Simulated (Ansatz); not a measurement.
# HfN (Fm-3m) in Ansatz: settings compared

One crystal, HfN, is run at these levels: PBE, BLYP+D3(BJ); tasks: single point, relaxation of cell and atoms.

All numbers are computed with Ansatz 0.2.0; they aren't measurements. Logs are shortened: lines on timing, memory, paths and dates and some standing lists are left out, and cuts for length are marked.

## Step 1: The crystal as given

It takes space group Fm-3m (No. 225, cubic). Conventional cell: a = 4.512 Å, b = 4.512 Å, c = 4.512 Å, α = 90.00°, β = 90.00°, γ = 90.00°. Hf (site symmetry m-3m) has 6 N at 2.26 Å as nearest neighbours. Around N (site symmetry m-3m) lie 6 Hf at 2.26 Å.

## Step 2: Single point, PBE

input.yaml

```yaml
crystal:
  lattice:
    - [0.0, 2.256, 2.256]
    - [2.256, 0.0, 2.256]
    - [2.256, 2.256, 0.0]
  atoms:
    - { symbol: Hf, position: [0.0, 0.0, 0.0] }
    - { symbol: "N", position: [0.5, 0.5, 0.5] }
kpoints:
  mp_grid: { grid: [10, 10, 10] }
scf:
  occupations: { method: gaussian, width: 0.018 }
hamiltonian:
  xc: pbe
  pseudopotentials: { kind: all_electron, lapw: { basis_error: 0.001 } }
output:
  forces: true
  stress: true
  eigenvalues: true
```

Potentials or basis: all-electron LAPW, scalar-relativistic.

Run with:

```
$ ansatz run input.yaml --threads 1 --pin off --max-ram 3072MiB --backend cpu --events-out ev --progress --plain --runs-dir out
```

What it wrote:

```text
Warning: RAYON_NUM_THREADS=1 ignored (pool sized by the plan → 1); use --threads N
LAPW: plane waves up to 9.495 Å⁻¹, error target 1.0e-3 eV per atom; small_component_spin mean_spin; N in spheres of 0.953 Å, 7 of its electrons in bands, Dirac shells []; Hf in spheres of 1.303 Å, 42 of its electrons in bands, Dirac shells [] (how accurate: hamiltonian.pseudopotentials.lapw.basis_error, Limitations)
Engine: ansatz 0.2.0, x86_64-unknown-linux-gnu
Pseudopotentials: kind: all_electron
Pseudopotential: Hf, LAPW, valence charge 42, lapw/all_electron/scalar/gaussian/Hf, Koelling and Harmon's equation, gaussian nucleus
Pseudopotential: N, LAPW, valence charge 7, lapw/all_electron/scalar/gaussian/N, Koelling and Harmon's equation, gaussian nucleus
Functional definition: PBE
  parameter kappa = 0.804
  parameter beta = 0.06672455060314922
  exchange = pbe_x(kappa = kappa, mu = beta*pi^2/3)
  correlation = pbe_c(beta = beta)
Crystal: 2 atoms, lattice volume = 22.964 Å³
Basis set: ecut = 343.52304700319854 eV, 331 PW (Γ), exchange–correlation at level 2
Bands: 30, of which v1, the nominal top of the filled ones, is band 25 counted from 1 (24 counted from 0)
Symmetry: 48 space group operations
Space group: Fm-3m (ITA 225), of the structure as read, at distance tolerance 2.8e-5 Å
k-points: 47 of 1000
Non-local potential: Hf, projectors of the file, none
Non-local potential: N, projectors of the file, none
Initial density: superposition of atomic densities (chi_scale 0.1, normalization cell, long waves kept (reshape's long-wave potential 0.00 eV rms))
Initial wavefunctions: plane waves of lowest kinetic energy (no species holds an atomic orbital)
Functional: x = pbe(κ = 0.804, μ = 0.2195149727645171), c = pbe(β = 0.06672455060314922)
iter 1 solved again at ethr=9.48e-3 eV; its pass at ethr=1.00e-1 eV (dr2=4.64e0 eV) is discarded
SCF iter   1: F=—  HF=-411745.640992 eV  |F-HF|=—  |Δ(HF+E_count)|=         —  Δρ=1.25e-1  dr2=4.64e0  ethr=9.48e-3  ⟨swp⟩=2.0  Hψ=8756  notcnv=0
preconditioner: auto → none  [insulator: Δε(μ)=0.177 eV  Ē_g=19.227 eV  σ=0.018 eV  W_gap=0.58  n_scr=14 (ndim 8)  ℏωp=41.7 eV  f_vac=0.000  D(μ)=0.74/eV (n_scr^D=0)  ε∞_Penn≈5.7]
SCF iter   2: F=—  HF=-411744.711940 eV  |F-HF|=—  |Δ(HF+E_count)|=   9.29e-1  Δρ=7.60e-2  dr2=1.48e0  ethr=9.47e-3  ⟨swp⟩=3.0  Hψ=4230  notcnv=0
iter 3 solved again at ethr=1.26e-4 eV; its pass at ethr=3.01e-3 eV (dr2=6.16e-2 eV) is discarded
SCF iter   3: F=—  HF=-411743.694397 eV  |F-HF|=—  |Δ(HF+E_count)|=    1.02e0  Δρ=1.49e-2  dr2=6.16e-2  ethr=1.26e-4  ⟨swp⟩=2.0  Hψ=7290  notcnv=0
SCF iter   4: F=—  HF=-411743.692242 eV  |F-HF|=—  |Δ(HF+E_count)|=         —  Δρ=1.39e-3  dr2=3.23e-4  ethr=1.26e-4  ⟨swp⟩=2.0  Hψ=4460  notcnv=0
the basis was enlarged: its passes take 332.7 KiB over the memory plan, 1 of 1 planned eigensolver slots
SCF iter   5: F=—  HF=-411743.683294 eV  |F-HF|=—  |Δ(HF+E_count)|=   8.95e-3  Δρ=3.18e-3  dr2=3.11e-3  ethr=6.59e-7  ⟨swp⟩=3.0  Hψ=4684  notcnv=0
SCF iter   6: F=—  HF=-411743.681975 eV  |F-HF|=—  |Δ(HF+E_count)|=   1.32e-3  Δρ=2.48e-4  dr2=1.58e-5  ethr=6.59e-7  ⟨swp⟩=3.0  Hψ=4464  notcnv=0
SCF iter   7: F=—  HF=-411743.681977 eV  |F-HF|=—  |Δ(HF+E_count)|=   1.63e-6  Δρ=2.83e-5  dr2=5.46e-8  ethr=3.22e-8  ⟨swp⟩=2.0  Hψ=4208  notcnv=0
SCF iter   8: F=-411743.681977 eV  HF=-411743.681977 eV  |F-HF|=8.73e-10  |Δ(HF+E_count)|=   2.32e-7  Δρ=3.04e-6  dr2=7.67e-10  ethr=1.11e-10  ⟨swp⟩=3.0  Hψ=4426  notcnv=0
SCF 1 converged in 8 iterations: F = -411743.681977 eV  dr2 = 7.67e-10
SCF converged after 8 iterations
Free energy (F): -411743.681977 eV
Harris-Foulkes:  -411743.681977 eV  (|F-HF|=8.73e-10)
Internal energy: -411743.681896 eV  (E = F + TS)
E sigma→0 (E₀):  -411743.681937 eV
Entropy (-TS):   -0.000080 eV (-0.040 meV/atom)
Fermi energy:    24.395001 eV
--- Per-component energies (eV) ---
  E_band       = -4386.486682
  E_kinetic    = 457970.529217
  E_xc         = -8605.577167
  E_electrostatic = -861108.633946  (all electrons and nuclei)
  E_smearing   = -0.000080  (= −TS)
  E_closure    = 0.000000  (closes the sum)
  E_atoms      = -411724.663545  (free atoms, spherical and without spin; not in F)
  Σ components = -411743.681977   (vs F -411743.681977, Δ=0.00e0)
  Basis errors (estimates in eV, not in F): energy 3.3e-4 per atom: plane waves 2.9e-4 (1.6e-4 summed), levels above the bands 0.0e0, relativity 6.7e-8, radial functions 3.9e-5, core shells 4.9e-7; eigenvalues (radial functions only) 5.6e-6; not estimated: angular momenta, meshes, grids; target (lapw.basis_error) 1.0e-3; muffin-tin radii N 0.953 Å, Hf 1.303 Å
--- Forces (eV/Å), atoms counted from 1 ---
  atom   1  Hf     0.00000000     0.00000000    -0.00000000
  atom   2  N      0.00000000     0.00000000     0.00000000
  max |Σ_I F_I| component: 2.27e-30 eV/Å
--- Stress (GPa, compression-positive) ---
        6.657866       0.000000      -0.000000
        0.000000       6.657866      -0.000000
       -0.000000      -0.000000       6.657866
  P = ⅓ Tr σ = 6.6579 GPa (66.579 kbar)
--- Band table (eV; the first three rows and the last of 47) ---
  k-point 0: bands = ["-353.4345", "-349.8406", "-349.8406", "-349.8406", "-177.7083", "-177.7083", "-177.7056", "-177.7056", "-177.7056", "-38.3779", "-6.7794", "-6.7794", "-6.7794", "6.7913", "11.6789", "11.6789", "11.6789", "11.7119", "11.8131", "11.8131", "11.8131", "21.3954", "21.3954", "21.3954", "23.9755", "23.9755", "23.9755", "26.1417", "26.3063", "26.3063"]
  k-point 1: bands = ["-353.4345", "-349.8406", "-349.8406", "-349.8406", "-177.7083", "-177.7083", "-177.7056", "-177.7056", "-177.7056", "-38.3720", "-6.8815", "-6.7878", "-6.7878", "7.0156", "11.6815", "11.6874", "11.6874", "11.7169", "11.8060", "11.8060", "11.8134", "20.4637", "20.8328", "20.8328", "24.2202", "24.3081", "24.3081", "26.8413", "27.0505", "27.0505"]
  k-point 2: bands = ["-353.4345", "-349.8406", "-349.8406", "-349.8406", "-177.7083", "-177.7083", "-177.7056", "-177.7056", "-177.7056", "-38.3564", "-7.1387", "-6.8099", "-6.8099", "7.6132", "11.6964", "11.7103", "11.7103", "11.7317", "11.7884", "11.7884", "11.8142", "18.7821", "19.8062", "19.8062", "24.6237", "25.1321", "25.1321", "28.2856", "28.7214", "28.7214"]
  k-point 46: bands = ["-353.4345", "-349.8406", "-349.8406", "-349.8406", "-177.7083", "-177.7083", "-177.7056", "-177.7056", "-177.7056", "-38.2950", "-7.4193", "-7.2673", "-7.1279", "8.3862", "11.7306", "11.7396", "11.7441", "11.7659", "11.7677", "11.7906", "11.8240", "18.3921", "18.8012", "18.9589", "24.3167", "26.6651", "29.7578", "29.9034", "30.6589", "34.3362"]
```

Run time: 13 s. Hardware: 1 thread of Intel Xeon Platinum 8259CL at 2.50GHz (Skylake/Cascade Lake), shared host; peak memory 0.43 GiB.

Results:

| Quantity | Value |
| --- | --- |
| Free energy | -411743.6820 eV |
| Pressure | 6.7 GPa |
| Band gap on the k mesh | none (metal or under the smearing width) |

The run has no spin-orbit coupling, so splittings on Hf are missing.

## Step 3: Single point, PBE

input.yaml, as its differences from that of step 2:

```diff
@@ -11,3 +11,3 @@
 scf:
-  occupations: { method: gaussian, width: 0.018 }
+  occupations: { method: gaussian, width: 0.013 }
 hamiltonian:
```

Potentials or basis: all-electron LAPW, scalar-relativistic.

Run with:

```
$ ansatz run input.yaml --threads 1 --pin off --max-ram 3072MiB --backend cpu --events-out ev --progress --plain --runs-dir out
```

Wall time 13 s (1 thread of Intel Xeon Platinum 8259CL at 2.50GHz (Skylake/Cascade Lake), shared host); peak memory 0.43 GiB.

Results (log left out):

| Item | Value |
| --- | --- |
| Free energy | -411743.6820 eV |
| Pressure | 6.7 GPa |
| Band gap on the k mesh | none (metal or under the smearing width) |

Levels at points of the mesh, in eV from the Fermi level:
| k point | band 23 | band 24 | band 25 | band 26 | band 27 | band 28 |
| --- | --- | --- | --- | --- | --- | --- |
| (0.00, 0.00, 0.00) | -3.00 | -3.00 | -0.42 | -0.42 | -0.42 | 1.74 |
| (0.00, 0.00, -0.50) | -6.30 | -6.30 | 3.21 | 3.65 | 3.65 | 4.41 |
| (0.00, -0.50, -0.50) | -3.90 | -3.71 | -3.71 | 4.05 | 5.49 | 5.49 |

The run has no spin-orbit coupling, so splittings on Hf are missing.

## Step 4: Relaxation of cell and atoms, BLYP+D3(BJ)

input.yaml, as its differences from that of step 3:

```diff
@@ -11,5 +11,6 @@
 scf:
-  occupations: { method: gaussian, width: 0.013 }
+  occupations: { method: fermi_dirac, width: 0.05 }
 hamiltonian:
-  xc: pbe
+  xc: blyp
+  dispersion: d3bj
   pseudopotentials: { kind: all_electron, lapw: { basis_error: 0.001 } }
@@ -18,2 +19,5 @@
   stress: true
-  eigenvalues: true
+relax:
+  f_tol: 0.02
+  max_steps: 60
+  cell: {}
```

Run with:

```
$ ansatz run input.yaml --threads 1 --pin off --max-ram 3072MiB --backend cpu --events-out ev --progress --plain --runs-dir out
```

It took 41 s on 1 thread of Intel Xeon Platinum 8259CL at 2.50GHz (Skylake/Cascade Lake), shared host; peak memory 0.45 GiB.

Results (log left out):

| Property | Result |
| --- | --- |
| Free energy | -411770.4830 eV |
| Relaxed volume | 11.57 Å³/atom |
| Relaxed cell | a = 3.198 Å, b = 3.198 Å, c = 3.198 Å, α = 60.00°, β = 60.00°, γ = 60.00° |
| Space group after relaxing (to 0.05 Å) | Fm-3m (No. 225) |
| Energy gained by relaxing | 0.6 meV/atom |
| Ionic steps | 4 |
| Pressure after relaxing | 0.0 GPa |

The path:
```csv
step,energy change (eV),largest force (eV/Å),volume (Å³)
1,0.0000,0.0000,22.96
2,-0.0008,0.0000,23.22
3,-0.0011,0.0000,23.14
4,-0.0011,0.0000,23.14
```

Final structure:
```xyz
2
Lattice="0.0000 2.2617 2.2617 2.2617 0.0000 2.2617 2.2617 2.2617 0.0000" Properties=species:S:1:pos:R:3 pbc="T T T"
Hf    0.0000    0.0000    0.0000
N     2.2617    2.2617    2.2617
```

## Step 5: Summary

| task | level | cell | cutoff (eV) | smearing | gap on the mesh (eV) | pressure (GPa) |
| --- | --- | --- | --- | --- | --- | --- |
| single point | PBE | as given | 344 | gaussian 0.018 eV | none | 6.7 |
| single point | PBE | as given | 344 | gaussian 0.013 eV | none | 6.7 |
| relaxation of cell and atoms | BLYP+D3(BJ) | relaxed | - | fermi-dirac 0.05 eV | - | 0.0 |

Alike in all rows: potentials or basis all-electron LAPW, scalar-relativistic; no spin polarisation; k mesh 10 × 10 × 10; basis error allowed 0.001 eV/atom.

Compare energies only between runs with the same functional and basis.
